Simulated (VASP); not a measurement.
# Hf (Fm-3m) in VASP: further runs

One crystal, Hf, is run at these levels: RPBE; tasks: single point.

Everything below comes from runs of VASP 6.6.1. Logs are shortened: lines on timing, memory, paths and dates and some standing lists are left out, and cuts for length are marked.

## (1) The crystal as given

The structure is cubic, space group Fm-3m (No. 225). The conventional cell has a = 4.530 Å, b = 4.530 Å, c = 4.530 Å, α = 90.00°, β = 90.00°, γ = 90.00°. Around Hf (site symmetry m-3m) lie 12 Hf at 3.20 Å.

This isn't the form of Hf at room conditions, which is hcp.

## (2) Single point, RPBE

INCAR

```
SYSTEM = Hf
  ALGO = Fast
  EDIFF = 1E-7
  ENCUT = 520
  GGA = RP
  ISIF = 2
  ISMEAR = -1
  LASPH = .True.
  LCHARG = .False.
  LREAL = .False.
  LWAVE = .False.
  NBANDS = 11
  NELM = 80
  PREC = Accurate
  SIGMA = 0.1
```

KPOINTS

```
k-points
0
Gamma
  20 20 20
  0 0 0
```

POSCAR

```
Hf
1.0
    0.0000000000      2.2652212441      2.2652212441
    2.2652212441      0.0000000000      2.2652212441
    2.2652212441      2.2652212441      0.0000000000
Hf
1
Direct
    0.0000000000      0.0000000000      0.0000000000
```

Potentials or basis: VASP PAW PBE potentials, release 64 (Hf_pv).

Launch:

```sh
$ cat potpaw_PBE.64/Hf_pv/POTCAR > POTCAR
$ mpirun -np 1 vasp_std > vasp.out
```

OUTCAR:

```text
SYSTEM = Hf
   EDIFF = 1E-7
   ENCUT = 520
   GGA = RP
   ISIF = 2
   ISMEAR = -1
   LASPH = .True.
   LREAL = .False.
   NELM = 80
   PREC = Accurate

 ion  position               nearest neighbor table
   1  0.000  0.000  0.000-

  LATTYP: Found a face centered cubic cell.
 ALAT       =     4.5304424882

  Lattice vectors:

 A1 = (   0.0000000000,   2.2652212441,   2.2652212441)
 A2 = (   2.2652212441,   0.0000000000,   2.2652212441)
 A3 = (   2.2652212441,   2.2652212441,   0.0000000000)

Analysis of symmetry for initial positions (statically):
=====================================================================
 Subroutine PRICEL returns:
 Original cell was already a primitive cell.

 Routine SETGRP: Setting up the symmetry group for a
 face centered cubic supercell.

 Subroutine GETGRP returns: Found 48 space group operations
 (whereof 48 operations were pure point group operations)
 out of a pool of 48 trial point group operations.

The static configuration has the point symmetry O_h .

Analysis of symmetry for dynamics (positions and initial velocities):
=====================================================================
 Subroutine PRICEL returns:
 Original cell was already a primitive cell.

 Routine SETGRP: Setting up the symmetry group for a
 face centered cubic supercell.

 Subroutine GETGRP returns: Found 48 space group operations
 (whereof 48 operations were pure point group operations)
 out of a pool of 48 trial point group operations.

The dynamic configuration has the point symmetry O_h .

 Subroutine INISYM returns: Found 48 space group operations
 (whereof 48 operations are pure point group operations),
 and found     1 'primitive' translations

----------------------------------------------------------------------------------------

                                     Primitive cell

  volume of cell :      23.2467

  direct lattice vectors                    reciprocal lattice vectors
     0.000000000  2.265221244  2.265221244    -0.220728991  0.220728991  0.220728991
     2.265221244  0.000000000  2.265221244     0.220728991 -0.220728991  0.220728991
     2.265221244  2.265221244  0.000000000     0.220728991  0.220728991 -0.220728991

  length of vectors
     3.203506605  3.203506605  3.203506605     0.382313827  0.382313827  0.382313827

  position of ions in fractional coordinates (direct lattice)
     0.000000000  0.000000000  0.000000000

  ion indices of the primitive-cell ions
   primitive index   ion index
                 1           1

----------------------------------------------------------------------------------------

 KPOINTS: k-points

Automatic generation of k-mesh.
 Grid dimensions read from file:
 generate k-points for:   20   20   20

 Generating k-lattice:

  Cartesian coordinates                     Fractional coordinates (reciprocal lattice)
    -0.011036450  0.011036450  0.011036450     0.050000000  0.000000000  0.000000000
     0.011036450 -0.011036450  0.011036450     0.000000000  0.050000000  0.000000000
     0.011036450  0.011036450 -0.011036450     0.000000000  0.000000000  0.050000000

  Length of vectors
     0.019115691  0.019115691  0.019115691

  Shift w.r.t. Gamma in fractional coordinates (k-lattice)
     0.000000000  0.000000000  0.000000000

 Subroutine IBZKPT returns following result:
 ===========================================

 Found    256 irreducible k-points:

 Following reciprocal coordinates:
            Coordinates               Weight
  0.000000  0.000000  0.000000      1.000000
  0.050000  0.000000  0.000000      8.000000
  0.100000  0.000000  0.000000      8.000000
  0.150000  0.000000  0.000000      8.000000
  0.200000  0.000000  0.000000      8.000000
  0.250000  0.000000  0.000000      8.000000
[... 16 lines left out ...]
 -0.400000  0.050000  0.000000     24.000000
 -0.350000  0.050000  0.000000     24.000000
 [... further k-points ...]
   k-points           NKPTS =    256   k-points in BZ     NKDIM =    256   number of bands    NBANDS=     11
   number of dos      NEDOS =    301   number of ions     NIONS =      1
   total plane-waves  NPLWV =  13824
   dimension x,y,z NGX =    24 NGY =   24 NGZ =   24
   dimension x,y,z NGXF=    48 NGYF=   48 NGZF=   48
   ions per type =               1
   NGX,Y,Z   is equivalent  to a cutoff of  12.45, 12.45, 12.45 a.u.
   NGXF,Y,Z  is equivalent  to a cutoff of  24.91, 24.91, 24.91 a.u.
 SYSTEM =  Hf
   PREC   = accura    normal or accurate (medium, high low for compatibility)
   ISTART =      0    job   : 0-new  1-cont  2-samecut
   ICHARG =      2    charge: 1-file 2-atom 10-const
   ISPIN  =      1    spin polarized calculation?
   LNONCOLLINEAR =      F non collinear calculations
   LSORBIT =      F    spin-orbit coupling
   LASPH  =      T    aspherical Exc in radial PAW
   ENCUT  =  520.0 eV  38.22 Ry    6.18 a.u.   5.96  5.96  5.96*2*pi/ulx,y,z
   NELM   =     80;   NELMIN=  2; NELMDL= -5     # of ELM steps
   EDIFF  = 0.1E-06   stopping-criterion for ELM
   LREAL  =      F    real-space projection
   EDIFFG = 0.1E-05   stopping-criterion for IOM
   NSW    =      0    number of steps for IOM
   IBRION =     -1    ionic relax: 0-MD 1-quasi-New 2-CG
   NFREE  =      0    steps in history (QN), initial steepest desc. (CG)
   ISIF   =      2    stress and relaxation
   ISYM   =      2    0-nonsym 1-usesym 2-fastsym
   POTIM  = 0.5000    time-step for ionic-motion
   TEBEG  =    0.0;   TEEND  =   0.0 temperature during run
   PSTRESS=    0.0 pullay stress
   NELECT =      10.0000    total number of electrons
   NUPDOWN=      -1.0000    fix difference up-down
   EMIN   =  10.00;   EMAX   =-10.00  energy-range for DOS
   EFERMI =   0.00;   METHOD = LEGACY
   ISMEAR =    -1;   SIGMA  =   0.10  broadening in eV -4-tet -1-fermi 0-gaus
   EFERMI_NEDOS =   21; number of points for ismear=-14 and -15
   IALGO  =     68    algorithm
   IMIX   =      4    mixing-type and parameters
     AMIX     =   0.40;   BMIX     =  1.00
     AMIX_MAG =   1.60;   BMIX_MAG =  1.00
  volume/ion in A,a.u.               =      23.25       156.88
  Fermi-wavevector in a.u.,A,eV,Ry     =   1.235817  2.335356 20.779415  1.527244
  Thomas-Fermi vector in A             =   2.370451
   LORBIT       =      0    0 simple, 1 ext, 2 COOP (PROOUT), +10 PAW based schemes
   GGA     = RP    functional components
   LHFCALC =     F    Hartree Fock is set to
   AEXX    =    0.0000 exact exchange contribution
   IVDW    =     0    specifies the selected vdW correction
   LEPSILON=     F    determine dielectric tensor
   LRPA    =     F    only Hartree local field effects (RPA)
 non-spin polarized calculation
 RMM-DIIS sequential band-by-band and
  energy-cutoff  :      520.00
  volume of cell :       23.25
 maximum number of plane-waves:       638
   NGX = 11   NGY = 11   NGZ = 11

 number of electron      10.0000000 magnetization

 Free energy of the ion-electron system (eV)
  ---------------------------------------------------
  ext. energy  EPLUGINS =         0.00000000
  ---------------------------------------------------
  free energy    TOTEN  =        -9.45854592 eV

  energy without entropy =       -9.40831964  energy(sigma->0) =       -9.43343278

 E-fermi :   4.5839     XC(G=0): -11.0487

 val. band max:        4.5811715216   @ k =  -0.3000   0.2500   0.0500
 cond. band min:       4.5899671241   @ k =   0.3000   0.1000   0.0500
 fundamental gap:      0.0087956024
 Fermi energy:         4.5838704823

 k-point     1 :       0.0000    0.0000    0.0000
  band No.  band energies     occupation
      1     -25.6149      2.00000
      2     -25.6149      2.00000
      3     -25.6149      2.00000
      4      -2.4976      2.00000
      5       5.9890      0.00000
      6       5.9890      0.00000
      7       5.9890      0.00000
      8       8.6586      0.00000
      9       8.6586      0.00000
     10      15.7112      0.00000
     11      17.6134      0.00000

 k-point     2 :       0.0500    0.0000    0.0000
  band No.  band energies     occupation
      1     -25.6333      2.00000
      2     -25.6173      2.00000
      3     -25.6173      2.00000
      4      -2.4139      2.00000
      5       5.9004      0.00000
      6       6.0299      0.00000
      7       6.0299      0.00000
      8       8.6133      0.00000
      9       8.6133      0.00000
     10      15.9020      0.00000
     11      19.3790      0.00000

 k-point     3 :       0.1000    0.0000    0.0000
  band No.  band energies     occupation
      1     -25.6861      2.00000
      2     -25.6241      2.00000
      3     -25.6241      2.00000
      4      -2.1679      2.00000
      5       5.6622      0.00004
      6       6.1400      0.00000
      7       6.1400      0.00000
      8       8.5033      0.00000
      9       8.5033      0.00000
     10      16.4220      0.00000
     11      18.5072      0.00000

 k-point     4 :       0.1500    0.0000    0.0000
  band No.  band energies     occupation
      1     -25.7674      2.00000
      2     -25.6347      2.00000
      3     -25.6347      2.00000
      4      -1.7756      2.00000
      5       5.3396      0.00104
      6       6.2762      0.00000
      7       6.2762      0.00000
      8       8.4032      0.00000
      9       8.4032      0.00000
     10      16.9304      0.00000
     11      17.8614      0.00000
[... 239 lines left out ...]
 k-point    22 :      -0.4500    0.0500    0.0000
  band No.  band energies     occupation
      1     -26.3078      2.00000
      2     -25.7233      2.00000
      3     -25.7099      2.00000
      4       1.1159      2.00000
      5       4.8601      0.11879
      6       5.7485      0.00002
      7       5.8607      0.00001
      8      10.4573      0.00000
      9      10.7672      0.00000
     10      13.5236      0.00000
     11      15.6220      0.00000

 k-point    23 :      -0.4000    0.0500    0.0000
  band No.  band energies     occupation
      1     -26.2710      2.00000
      2     -25.7208      2.00000
      3     -25.7017      2.00000
      4       0.9600      2.00000
      5       4.7067      0.45311
      6       5.7976      0.00001
      7       5.9266      0.00000
      8      10.0167      0.00000
      9      10.5681      0.00000
     10      13.8955      0.00000
     11      16.0868      0.00000

 k-point    24 :      -0.3500    0.0500    0.0000
  band No.  band energies     occupation
      1     -26.2059      2.00000
      2     -25.7136      2.00000
      3     -25.6900      2.00000
      4       0.6416      2.00000
      5       4.5443      1.19533
      6       5.9101      0.00000
      7       6.0498      0.00000
      8       9.4529      0.00000
      9      10.1534      0.00000
     10      14.4089      0.00000
     11      16.9571      0.00000

 [... further k-points ...]

------------------------ aborting loop because EDIFF is reached ----------------------------------------

  FORCE on cell =-STRESS in cart. coord.  units (eV):
  Direction    XX          YY          ZZ          XY          YZ          ZX
  --------------------------------------------------------------------------------------
  -------------------------------------------------------------------------------------
  Total       -0.0738301     -0.0738301     -0.0738301      0.0000000     -0.0000000      0.0000000
  in kB       -5.0884083     -5.0884083     -5.0884083      0.0000000     -0.0000000      0.0000000
  external PRESSURE =      -5.0884083 kB  Pullay stress =       0.0000000 kB

 VOLUME and BASIS-vectors are now :
 -----------------------------------------------------------------------------
  energy-cutoff  :      520.00
  volume of cell :       23.25
      direct lattice vectors                 reciprocal lattice vectors
     0.000000000  2.265221244  2.265221244    -0.220728991  0.220728991  0.220728991
     2.265221244  0.000000000  2.265221244     0.220728991 -0.220728991  0.220728991
     2.265221244  2.265221244  0.000000000     0.220728991  0.220728991 -0.220728991

 POSITION                                       TOTAL-FORCE (eV/Angst)
 -----------------------------------------------------------------------------------
      0.00000      0.00000      0.00000        -0.000000     -0.000000     -0.000000
 -----------------------------------------------------------------------------------
    total drift:                                0.000000      0.000000     -0.000000

  FREE ENERGIE OF THE ION-ELECTRON SYSTEM (eV)
  ---------------------------------------------------
  free  energy   TOTEN  =        -9.4585459154 eV

  energy  without entropy=       -9.4083196361  energy(sigma->0) =       -9.43343278
```

Run time: 52 s. Hardware: 1 thread of Intel Xeon Platinum 8259CL at 2.50GHz (Skylake/Cascade Lake), shared host; peak memory 0.18 GiB.

What came out:

* Free energy: -9.4585 eV
* Pressure: -0.5 GPa
* Band gap on the k mesh: none (metal or under the smearing width)

Levels at points of the mesh, in eV from the Fermi level:
```tsv
k point	band 3	band 4	band 5	band 6	band 7	band 8
(0.00, 0.00, 0.00)	-30.20	-7.08	1.41	1.41	1.41	4.07
(0.50, 0.00, 0.00)	-30.29	-3.52	0.42	1.20	1.20	6.07
(0.50, 0.50, 0.00)	-30.45	-3.09	-1.99	2.29	6.09	6.64
```

Caveat: the PAW data sets were made with another functional, which shifts forces and pressure a little. The run has no spin-orbit coupling, so splittings on Hf are missing.

## (3) Single point, RPBE

This run uses another cell than the first one, of 22.32 Å³/atom, 0.960 times its volume.

INCAR

```
SYSTEM = Hf
PREC     = Accurate       ! precision mode
ENCUT    = 520            ! plane-wave cutoff, eV
EDIFF    = 1E-6           ! SCF threshold, eV
ISMEAR   = -1             ! smearing method
SIGMA    = 0.1            ! smearing width, eV
LREAL    = .False.        ! projectors in reciprocal space
LASPH    = .True.         ! aspherical terms in the spheres
NELM     = 100            ! most SCF steps
ALGO     = Fast           ! electronic algorithm
ISIF     = 2              ! what is computed and relaxed
LWAVE    = .False.        ! write WAVECAR
LCHARG   = .False.        ! write CHGCAR
GGA      = RP             ! functional
NBANDS   = 11             ! bands
```

KPOINTS

```
Automatic mesh
0
Gamma
  13 13 13
  0 0 0
```

POSCAR

```
Hf
1.0
    0.0000000000      2.2346063933      2.2346063933
    2.2346063933      0.0000000000      2.2346063933
    2.2346063933      2.2346063933      0.0000000000
Hf
1
Direct
    0.0000000000      0.0000000000      0.0000000000
```

Potentials or basis: VASP PAW PBE potentials, release 64 (Hf_pv).

Launch:

```sh
$ cat potpaw_PBE.64/Hf_pv/POTCAR > POTCAR
$ mpirun -np 1 vasp_std > vasp.out
```

Run time: 14 s. Hardware: 1 thread of Intel Xeon Platinum 8259CL at 2.50GHz (Skylake/Cascade Lake), shared host; peak memory 0.14 GiB.

It converged, with:

```
Free energy            : -9.4495 eV
Pressure               : 3.7 GPa
Band gap on the k mesh : none (metal or under the smearing width)
```

Levels at points of the mesh, in eV from the Fermi level:
```tsv
k point	band 1	band 2	band 3	band 4	band 5	band 6	band 7	band 8	band 9	band 10
(0.00, 0.00, 0.00)	-30.04	-30.04	-30.04	-7.22	1.43	1.43	1.43	4.24	4.24	11.27
```

Caveat: the PAW data sets were made with another functional, which shifts forces and pressure a little. Spin-orbit coupling is left out, which matters for the levels of Hf.

## (4) Single point, RPBE

This run uses another cell than the first one, of 20.46 Å³/atom, 0.880 times its volume.

INCAR

```
SYSTEM = Hf
ALGO = Normal
EDIFF = 1E-7
ENCUT = 520
GGA = RP
ISIF = 2
ISMEAR = -1
LASPH = .TRUE.
LCHARG = .FALSE.
LREAL = .FALSE.
LWAVE = .FALSE.
NBANDS = 11
NELM = 100
PREC = Accurate
SIGMA = 0.1
```

KPOINTS

```
k-points
0
G
  13 13 13
  0 0 0
```

POSCAR

```
Hf
1.0
    0.0000000000      2.1707252099      2.1707252099
    2.1707252099      0.0000000000      2.1707252099
    2.1707252099      2.1707252099      0.0000000000
Hf
1
Direct
    0.0000000000      0.0000000000      0.0000000000
```

Launch:

```sh
$ cat potpaw_PBE.64/Hf_pv/POTCAR > POTCAR
$ mpirun -np 1 vasp_std > vasp.out
```

Wall time 19 s (1 thread of Intel Xeon Platinum 8259CL at 2.50GHz (Skylake/Cascade Lake), shared host); peak memory 0.15 GiB.

The run converged. Its results:

| Item | Value |
| --- | --- |
| Free energy | -9.3459 eV |
| Pressure | 14.7 GPa |
| Band gap on the k mesh | none (metal or under the smearing width) |

Levels at points of the mesh, in eV from the Fermi level:
```tsv
k point	band 1	band 2	band 3	band 4	band 5	band 6	band 7	band 8	band 9	band 10
(0.00, 0.00, 0.00)	-29.72	-29.72	-29.72	-7.52	1.45	1.45	1.45	4.59	4.59	11.55
```

Caveat: the PAW data sets were made with another functional, which shifts forces and pressure a little. The run has no spin-orbit coupling, so splittings on Hf are missing.

## (5) Summary

```csv
cell,k mesh,gap on the mesh (eV),pressure (GPa)
"Fm-3m, 23.25 Å³/atom",20 × 20 × 20,none,-0.5
"Fm-3m, 22.32 Å³/atom",13 × 13 × 13,none,3.7
"Fm-3m, 20.46 Å³/atom",13 × 13 × 13,none,14.7
```

Alike in all rows: task single point; level RPBE; potentials or basis VASP PAW PBE potentials, release 64 (Hf_pv); no spin polarisation; cutoff (eV) 520; smearing fermi-dirac 0.1 eV.

Every run on the cell as given and a fine mesh finds a metal.

Caveats: the PAW data sets were made with another functional, which shifts forces and pressure a little.

Absolute energies hang on the potentials; compare differences alone.
